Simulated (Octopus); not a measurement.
# HfO2 (Fm-3m) in Octopus: equation of state

Aim: energy against volume of HfO2 in PBE, for its equilibrium volume and stiffness.

Program: Octopus 16.4. These are calculated values, not measurements. Logs are shortened: lines on timing, memory, paths and dates and some standing lists are left out, and cuts for length are marked.

### 1 Starting point

Symmetry: Fm-3m, No. 225, cubic system. Conventional cell: a = 5.115 Å, b = 5.115 Å, c = 5.115 Å, α = 90.00°, β = 90.00°, γ = 90.00°. Hf (site symmetry m-3m) has 8 O at 2.21 Å as nearest neighbours. O (site symmetry -43m) is surrounded by 4 Hf at 2.21 Å.

Measurements of this composition are mostly on another form, of space group No. 14.

### 2 Equation of state, PBE, 11.15 Å³/atom

inp reads:

```
CalculationMode = gs
UnitsOutput = eV_Angstrom
PeriodicDimensions = 3
ExperimentalFeatures = yes
PseudopotentialSet = pseudodojo_pbe
%LatticeParameters
 1*angstrom | 1*angstrom | 1*angstrom
%
%LatticeVectors
 0 | 2.5575 | 2.5575
 2.5575 | 0 | 2.5575
 2.5575 | 2.5575 | 0
%
%ReducedCoordinates
 "Hf" | 0 | 0 | 0
 "O" | 0.75 | 0.75 | 0.75
 "O" | 0.25 | 0.25 | 0.25
%
%Spacing
 0.12917326*angstrom | 0.12917326*angstrom | 0.12917326*angstrom
%
DerivativesOrder = 8
%KPointsGrid
 9 | 9 | 9
%
KPointsUseSymmetries = yes
XCFunctional = gga_x_pbe + gga_c_pbe
SmearingFunction = fermi_dirac
Smearing = 0.05*eV
ExtraStates = 9
Eigensolver = chebyshev_filter
ConvRelDens = 3e-7
MaximumIter = 120
```

Potentials or basis: pseudodojo_pbe (PseudoDojo 0.5, PBE).

The run is started by

```console
$ OMP_NUM_THREADS=1 octopus > out.log
```

out.log:

```text
Running octopus

Version                : 16.4
Optional libraries     :

************************** Calculation Mode **************************
Input: [CalculationMode = gs]
**********************************************************************

Input: [SpinComponents = unpolarized]

******************************* Space ********************************
Octopus will run in 3 dimension(s).
Octopus will treat the system as periodic in 3 dimension(s).
**********************************************************************

Input: [AllElectronType = no]
Input: [PseudopotentialSet = pseudodojo_pbe]
Reading Coordinates from ReducedCoordinates block

****************************** Species *******************************
  Species 'Hf'
    type             : pseudopotential
    file             : 'Hf.upf'
    file format      : UPF2
    valence charge   : 12.0
    atomic number    :  72
    form on file     : kleinman-bylander
    lmax             : 3
    llocal           : -1
    projectors per l : 2
    total projectors : 8
    application form : kleinman-bylander
    orbitals         : 10
    bound orbitals   : 10

  Species 'O'
    type             : pseudopotential
    file             : 'O.upf'
    file format      : UPF2
    valence charge   : 6.0
    atomic number    :   8
    form on file     : kleinman-bylander
    lmax             : 2
    llocal           : -1
    projectors per l : 2
    total projectors : 6
    application form : kleinman-bylander
    orbitals         :  4
    bound orbitals   :  4

**********************************************************************

***************************** Symmetries *****************************
Space group No.  225
International: Fm-3m
Schoenflies: Oh^5
Info: The system has    48 symmorphic symmetries that can be used.
  Index                Rotation matrix                      Fractional translations
    1 :     1   0   0     0   1   0     0   0   1      0.000000    0.000000    0.000000
    2 :    -1   0   0     0  -1   0     0   0  -1      0.000000    0.000000    0.000000
    3 :     1   0  -1     1   0   0     1  -1   0      0.000000    0.000000    0.000000
    4 :    -1   0   1    -1   0   0    -1   1   0      0.000000    0.000000    0.000000
    5 :     0   1  -1     1   0  -1     0   0  -1      0.000000    0.000000    0.000000
    6 :     0  -1   1    -1   0   1     0   0   1      0.000000    0.000000    0.000000
[... 40 lines left out ...]
   47 :     0   1  -1    -1   1   0     0   1   0      0.000000    0.000000    0.000000
   48 :     0  -1   1     1  -1   0     0  -1   0      0.000000    0.000000    0.000000
Info: The system also has     0 nonsymmorphic symmetries (not used for electrons).
**********************************************************************

Input: [CurvMethod = curv_affine]
Input: [DerivativesStencil = stencil_stargeneral]

****************************** Lattice *******************************
  Lattice Vectors [A]
    0.000000    2.557500    2.557500
    2.557500    0.000000    2.557500
    2.557500    2.557500    0.000000
  Cell volume =            33.4562 [A^3]
  Reciprocal-Lattice Vectors [A^-1]
   -1.228384    1.228384    1.228384
    1.228384   -1.228384    1.228384
    1.228384    1.228384   -1.228384
  Cell angles [degree]
    alpha =   60.000
    beta  =   60.000
    gamma =   60.000
**********************************************************************
[... 124 lines left out ...]
      Block       6 contains       1 states:      21 -      21
Info: Ground-state allocation done.
Info: Could not find 'restart/gs' directory for restart.
[... 5 lines left out ...]

**************************** Eigensolver *****************************
Input: [Eigensolver = chebyshev_filter]
Input: [SubspaceDiagonalization = standard]
**********************************************************************

Input: [MixField = potential] (what to mix during SCF cycles)
Input: [MixingScheme = broyden]
Info: Mixing uses    4 steps and restarts after   20 steps.
Input: [LCAOStart = lcao_states]
Input: [LCAOScaleFactor = 1.000]
Input: [LCAOMaximumOrbitalRadius = 10.58 A]

** Warning:
**   Cannot do LCAO for all states because there are not enough atomic orbitals.
**   Required: 21. Available: 18. 3 orbitals will be randomized.

Info: Unnormalized total charge =     24.003528
Info: Renormalized total charge =     24.000000

** Warning:
**   Symmetrization discrepancy ratio (scalar) =  1.26229E-05

Info: Setting up Hamiltonian.
Info: Performing initial LCAO calculation with     18 orbitals.
Info: Getting Hamiltonian matrix elements.

Eigenvalues [eV]
 #st  Spin   Eigenvalue      Occupation
#k =       1, k = (  0.000000,  0.000000,  0.000000)
   1   --   -54.208531       2.000000
   2   --   -22.941188       2.000000
   3   --   -22.941188       2.000000
   4   --   -22.941168       2.000000
   5   --   -16.361409       2.000000
   6   --   -13.975542       2.000000
[... 10 lines left out ...]
  17   --    14.943494       0.000000
  18   --    14.946553       0.000000
#k =       2, k = (  0.111111,  0.000000,  0.000000)
   1   --   -54.194103       2.000000
   2   --   -22.925469       2.000000
   3   --   -22.925452       2.000000
   4   --   -22.881745       2.000000
   5   --   -16.144340       2.000000
   6   --   -14.014806       2.000000
[... 10 lines left out ...]
  17   --    15.248793       0.000000
  18   --    15.468567       0.000000
[... 33 further k-points ...]
Fermi energy =    10.574009 eV
Generating random wavefunctions for states       19 and above
Orthogonalizing wavefunctions.
Info: Ground-state restart information will be written to 'restart/gs'.
Info: SCF using complex wavefunctions.
Info: Starting SCF iteration.

** Warning:
**   Symmetrization discrepancy ratio (scalar) =  1.19398E-02

*********************** SCF CYCLE ITER #    1 ************************
 etot  = -2.51472305E+03 abs_ev   =  5.90E+01 rel_ev   =  1.88E-01
 ediff =        9.24E+01 abs_dens =  3.86E+00 rel_dens =  1.61E-01
Matrix vector products: 875
Converged eigenvectors: 0

#  State  KPoint  Eigenvalue [eV]  Occupation    Error
      1       1      -54.211418    2.000000   ( 2.2E-06)
      1       2      -54.209657    2.000000   ( 8.5E-06)
      1       3      -54.209070    2.000000   ( 1.3E-05)
      1       4      -54.206995    2.000000   ( 1.4E-05)
      1       5      -54.205509    2.000000   ( 1.6E-05)
      1       6      -54.205194    2.000000   ( 1.1E-05)
      1      10      -54.203125    2.000000   ( 1.5E-05)
      1       7      -54.202327    2.000000   ( 1.5E-05)
[... 23 lines left out ...]
     21      27       25.999819    0.000000   ( 1.5E-01)
     21      17       26.049609    0.000000   ( 2.0E-01)
     21       9       26.467708    0.000000   ( 1.8E-01)
     21      13       26.577578    0.000000   ( 1.6E-01)
     21      22       26.789163    0.000000   ( 1.7E-01)
     21      23       27.130289    0.000000   ( 1.6E-01)
     21       5       27.866060    0.000000   ( 1.3E-01)
     21      12       28.339643    0.000000   ( 1.2E-01)

Density of states:

--------------------------%-------------------------------------------
--------------------------%-------------------------------------------
--------------------------%-------------------------------------------
--------------------------%-----------------%-%-----------------------
--------------------------%------%----------%-%-----------------------
--------------------------%------%----------%-%----------%------------
--------------------------%------%----------%%%-------%-%%------------
%-------------------------%------%----------%%%------%%-%%------------
%-------------------------%------%----------%%%------%%%%%--%--%------
%-------------------------%-----%%---------%%%%------%%%%%%%%%-%%%%---
                                                ^

Fermi energy =     2.640996 eV

**********************************************************************

*********************** SCF CYCLE ITER #    2 ************************
 etot  = -2.44821651E+03 abs_ev   =  2.24E+01 rel_ev   =  7.70E-02
 ediff =        2.44E+00 abs_dens =  1.97E+00 rel_dens =  8.20E-02
Matrix vector products: 875
Converged eigenvectors: 0
[... 139 lines left out ...]
*********************** SCF CYCLE ITER #   14 ************************
 etot  = -2.44102507E+03 abs_ev   =  2.24E-05 rel_ev   =  7.79E-08
 ediff =        1.76E-06 abs_dens =  1.05E-06 rel_dens =  4.38E-08
Matrix vector products: 875
Converged eigenvectors: 355

#  State  KPoint  Eigenvalue [eV]  Occupation    Error
      1       1      -56.431342    2.000000   ( 5.5E-09)
      1       2      -56.429963    2.000000   ( 5.1E-09)
      1       3      -56.429504    2.000000   ( 5.0E-09)
      1       4      -56.427880    2.000000   ( 4.7E-09)
      1       5      -56.426716    2.000000   ( 4.6E-09)
      1       6      -56.426469    2.000000   ( 4.6E-09)
      1      10      -56.424849    2.000000   ( 4.4E-09)
      1       7      -56.424225    2.000000   ( 4.4E-09)
[... 23 lines left out ...]
     21      15       23.138913    0.000000   ( 4.9E-02)
     21      19       23.226368    0.000000   ( 6.2E-02)
     21      24       23.412515    0.000000   ( 5.1E-02)
     20      22       23.443458    0.000000   ( 1.7E-02)
     21      22       23.482931    0.000000   ( 5.7E-02)
     21      23       23.840629    0.000000   ( 5.3E-02)
     21      27       24.112629    0.000000   ( 6.7E-02)
     21      18       24.252179    0.000000   ( 5.3E-02)

Density of states:

---------------------------%------------------------------------------
---------------------------%------------------------------------------
---------------------------%------------------------------------------
---------------------------%------------------------------------------
---------------------------%------------------------------------------
---------------------------%----------%----------%-%------------------
---------------------------%----------%----------%-%----%---%---------
%--------------------------%----------%---------%%%%%---%-%%%---------
%--------------------------%----------%---------%%%%%---%%%%%%-%%-%%--
%--------------------------%---------%%%--------%%%%%---%%%%%%%%%%%%%-
                                                      ^

Fermi energy =     6.750499 eV

**********************************************************************

Info: SCF converged in   14 iterations

** Warning:
**   Some of the states are not fully converged!

Info: Number of matrix-vector products:      12250
Info: Finished writing information to 'restart/gs'.

Octopus emitted 18 warnings.
```

Wall time 5.8 min (1 thread of Intel Xeon Platinum 8488C (Sapphire Rapids), shared host); peak memory 0.97 GiB.

Results:

```yaml
Free_energy: -2441.0250 eV
Band_gap_on_the_k_mesh: 3.87 eV, indirect (least direct gap 3.99 eV)
```

Caveat: spin-orbit coupling is left out, which moves the levels of the heavy elements; an odd mesh through Γ misses points on the zone boundary, where band edges often lie.

### 3 Equation of state, PBE, 10.93 Å³/atom (volume scaled by 0.98)

inp: that of step 2 with these lines changed.

```diff
@@ -9,5 +9,5 @@
 %LatticeVectors
- 0 | 2.5575 | 2.5575
- 2.5575 | 0 | 2.5575
- 2.5575 | 2.5575 | 0
+ 0 | 2.5403350533 | 2.5403350533
+ 2.5403350533 | 0 | 2.5403350533
+ 2.5403350533 | 2.5403350533 | 0
 %
@@ -19,3 +19,3 @@
 %Spacing
- 0.12917326*angstrom | 0.12917326*angstrom | 0.12917326*angstrom
+ 0.12830630*angstrom | 0.12830630*angstrom | 0.12830630*angstrom
 %
```

Potentials or basis: pseudodojo_pbe (PseudoDojo 0.5, PBE).

The run is started by

```console
$ OMP_NUM_THREADS=1 octopus > out.log
```

Run time: 5.7 min. Hardware: 1 thread of Intel Xeon Platinum 8488C (Sapphire Rapids), shared host; peak memory 0.97 GiB.

Results (log left out):

```yaml
Free_energy: -2441.0302 eV
Band_gap_on_the_k_mesh: 3.93 eV, indirect (least direct gap 4.05 eV)
```

Caveat: spin-orbit coupling is left out, which moves the levels of the heavy elements; an odd mesh through Γ misses points on the zone boundary, where band edges often lie.

### 4 Equation of state, PBE, 11.38 Å³/atom (volume scaled by 1.02)

inp: that of step 3 with these lines changed.

```diff
@@ -9,5 +9,5 @@
 %LatticeVectors
- 0 | 2.5403350533 | 2.5403350533
- 2.5403350533 | 0 | 2.5403350533
- 2.5403350533 | 2.5403350533 | 0
+ 0 | 2.5744375797 | 2.5744375797
+ 2.5744375797 | 0 | 2.5744375797
+ 2.5744375797 | 2.5744375797 | 0
 %
@@ -19,3 +19,3 @@
 %Spacing
- 0.12830630*angstrom | 0.12830630*angstrom | 0.12830630*angstrom
+ 0.13002873*angstrom | 0.13002873*angstrom | 0.13002873*angstrom
 %
```

The run is started by

```console
$ OMP_NUM_THREADS=1 octopus > out.log
```

Wall time 5.4 min (1 thread of Intel Xeon Platinum 8488C (Sapphire Rapids), shared host); peak memory 0.97 GiB.

The run converged. Its results:

| Item | Value |
| --- | --- |
| Free energy | -2441.0358 eV |
| Band gap on the k mesh | 3.82 eV, indirect (least direct gap 3.93 eV) |

Caveat: spin-orbit coupling is left out, which moves the levels of the heavy elements; an odd mesh through Γ misses points on the zone boundary, where band edges often lie.

### 5 Equation of state, PBE, 10.71 Å³/atom (volume scaled by 0.96)

inp: that of step 4 with these lines changed.

```diff
@@ -9,5 +9,5 @@
 %LatticeVectors
- 0 | 2.5744375797 | 2.5744375797
- 2.5744375797 | 0 | 2.5744375797
- 2.5744375797 | 2.5744375797 | 0
+ 0 | 2.522934952 | 2.522934952
+ 2.522934952 | 0 | 2.522934952
+ 2.522934952 | 2.522934952 | 0
 %
@@ -19,3 +19,3 @@
 %Spacing
- 0.13002873*angstrom | 0.13002873*angstrom | 0.13002873*angstrom
+ 0.12742746*angstrom | 0.12742746*angstrom | 0.12742746*angstrom
 %
```

The run is started by

```console
$ OMP_NUM_THREADS=1 octopus > out.log
```

Run time: 6.1 min. Hardware: 1 thread of Intel Xeon Platinum 8488C (Sapphire Rapids), shared host; peak memory 0.97 GiB.

The run converged. Its results:

- Free energy: -2441.0139 eV
- Band gap on the k mesh: 3.99 eV, indirect (least direct gap 4.11 eV)

Caveat: spin-orbit coupling is left out, which moves the levels of the heavy elements; an odd mesh through Γ misses points on the zone boundary, where band edges often lie.

### 6 Equation of state, PBE, 11.60 Å³/atom (volume scaled by 1.04)

inp: that of step 5 with these lines changed.

```diff
@@ -9,5 +9,5 @@
 %LatticeVectors
- 0 | 2.522934952 | 2.522934952
- 2.522934952 | 0 | 2.522934952
- 2.522934952 | 2.522934952 | 0
+ 0 | 2.5911551753 | 2.5911551753
+ 2.5911551753 | 0 | 2.5911551753
+ 2.5911551753 | 2.5911551753 | 0
 %
@@ -19,3 +19,3 @@
 %Spacing
- 0.12742746*angstrom | 0.12742746*angstrom | 0.12742746*angstrom
+ 0.13087310*angstrom | 0.13087310*angstrom | 0.13087310*angstrom
 %
```

Potentials or basis: pseudodojo_pbe (PseudoDojo 0.5, PBE).

The run is started by

```console
$ OMP_NUM_THREADS=1 octopus > out.log
```

Wall time 5.3 min (1 thread of Intel Xeon Platinum 8488C (Sapphire Rapids), shared host); peak memory 0.97 GiB.

The run converged. Its results:

```yaml
Free_energy: -2440.9836 eV
Band_gap_on_the_k_mesh: 3.76 eV, indirect (least direct gap 3.87 eV)
```

Caveat: spin-orbit coupling is left out, which moves the levels of the heavy elements; an odd mesh through Γ misses points on the zone boundary, where band edges often lie.

### 7 Equation of state, PBE, 10.48 Å³/atom (volume scaled by 0.94)

inp: that of step 6 with these lines changed.

```diff
@@ -9,5 +9,5 @@
 %LatticeVectors
- 0 | 2.5911551753 | 2.5911551753
- 2.5911551753 | 0 | 2.5911551753
- 2.5911551753 | 2.5911551753 | 0
+ 0 | 2.505291473 | 2.505291473
+ 2.505291473 | 0 | 2.505291473
+ 2.505291473 | 2.505291473 | 0
 %
@@ -19,3 +19,3 @@
 %Spacing
- 0.13087310*angstrom | 0.13087310*angstrom | 0.13087310*angstrom
+ 0.12653633*angstrom | 0.12653633*angstrom | 0.12653633*angstrom
 %
```

The run is started by

```console
$ OMP_NUM_THREADS=1 octopus > out.log
```

It took 5.6 min on 1 thread of Intel Xeon Platinum 8488C (Sapphire Rapids), shared host; peak memory 0.98 GiB.

Results (log left out):

```yaml
Free_energy: -2440.9896 eV
Band_gap_on_the_k_mesh: 4.05 eV, indirect (least direct gap 4.17 eV)
```

Caveat: spin-orbit coupling is left out, which moves the levels of the heavy elements; an odd mesh through Γ misses points on the zone boundary, where band edges often lie.

(Part 1 of 2 ends here.)
